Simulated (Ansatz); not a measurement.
# SnO2: the cost of one run

Method: DFT PBE, scalar-relativistic, plane waves, PAW, in Ansatz 0.2.0.

## (1) The starting structure

The structure is orthorhombic, space group Pmn2_1 (No. 31). Conventional cell: a = 3.186 Å, b = 30.685 Å, c = 4.737 Å, α = 90.00°, β = 90.00°, γ = 90.00°. O (site symmetry m) is surrounded by 2 Sn at 2.06 Å. Sn (site symmetry m) is surrounded by 5 O at 2.05 to 2.06 Å. O (site symmetry m) has 3 Sn at 2.05 to 2.06 Å as nearest neighbours. Sn (site symmetry m) has 6 O at 2.05 to 2.06 Å as nearest neighbours. Only part of the 9 independent sites is listed.

As a file:

```cif
data_structure
_symmetry_space_group_name_H-M 'Pmn2_1'
_symmetry_Int_Tables_number 31
_cell_length_a 3.1864
_cell_length_b 30.6851
_cell_length_c 4.7374
_cell_angle_alpha 90.000
_cell_angle_beta 90.000
_cell_angle_gamma 90.000
_cell_volume 463.19
loop_
_atom_site_label
_atom_site_type_symbol
_atom_site_symmetry_multiplicity
_atom_site_Wyckoff_symbol
_atom_site_fract_x
_atom_site_fract_y
_atom_site_fract_z
_atom_site_occupancy
O1 O 2 a 0.00000 0.72299 0.30562 1
Sn1 Sn 2 a 0.50000 0.69298 0.50000 1
O2 O 2 a 0.00000 0.66297 0.69438 1
O3 O 2 a 0.50000 0.64580 0.19438 1
Sn2 Sn 2 a 0.00000 0.61579 0.00000 1
O4 O 2 a 0.50000 0.58578 0.80562 1
O5 O 2 a 0.00000 0.56861 0.30562 1
Sn3 Sn 2 a 0.50000 0.53860 0.50000 1
O6 O 2 a 0.00000 0.50859 0.69438 1
```

Slab cut from the bulk at the bulk's listed lattice constants, lower half held.

## (2) Relaxing the atoms

File input.yaml:

```yaml
crystal:
  lattice:
    - [3.1864, 0.0, 0.0]
    - [0.0, 4.73735, 0.0]
    - [0.0, 0.0, 30.6850669524]
  atoms:
    - { symbol: O, position: [0.0, 0.30562, 0.2770077058] }
    - { symbol: Sn, position: [0.5, 0.5, 0.3070172867] }
    - { symbol: O, position: [0.0, 0.69438, 0.3370268676] }
    - { symbol: O, position: [0.5, 0.19438, 0.354200787] }
    - { symbol: Sn, position: [0.0, 0.0, 0.3842103679] }
    - { symbol: O, position: [0.5, 0.80562, 0.4142199591] }
    - { symbol: O, position: [0.0, 0.30562, 0.4313938682] }
    - { symbol: Sn, position: [0.5, 0.5, 0.4614034594] }
    - { symbol: O, position: [0.0, 0.69438, 0.4914130403] }
    - { symbol: O, position: [0.5, 0.19438, 0.5085869597] }
    - { symbol: Sn, position: [0.0, 0.0, 0.5385965406] }
    - { symbol: O, position: [0.5, 0.80562, 0.5686061318] }
    - { symbol: O, position: [0.0, 0.30562, 0.5857800409] }
    - { symbol: Sn, position: [0.5, 0.5, 0.6157896321] }
    - { symbol: O, position: [0.0, 0.69438, 0.645799213] }
    - { symbol: O, position: [0.5, 0.19438, 0.6629731324] }
    - { symbol: Sn, position: [0.0, 0.0, 0.6929827133] }
    - { symbol: O, position: [0.5, 0.80562, 0.7229922942] }
basis:
  ecutwfc: 420.0
  fft_grid_basis: typed
kpoints:
  mp_grid: { grid: [8, 6, 1] }
hamiltonian:
  xc: pbe
  pseudopotentials: { kind: paw }
scf:
  occupations: { method: gaussian, width: 0.05 }
output:
  forces: true
  eigenvalues: true
efield:
  axis: 3
  dipole_correction: true
  ramp_width: 0.04
relax:
  adjacent_minimum: "off"
  f_tol: 0.04
  max_steps: 40
  constraints: [{ sites: [0, 1, 2, 3, 4, 5, 6, 7] }]
```

Started as:

```console
ansatz run input.yaml --threads 2 --pin off --max-ram 4423MiB --backend cpu --events-out ev --progress --plain --runs-dir out
```

**Question.** How long does this run take on 2 threads of Intel Xeon Platinum 8488C (Sapphire Rapids), shared host, and how much memory does it need?

About 4.3 min, with a peak of 1.3 GiB.
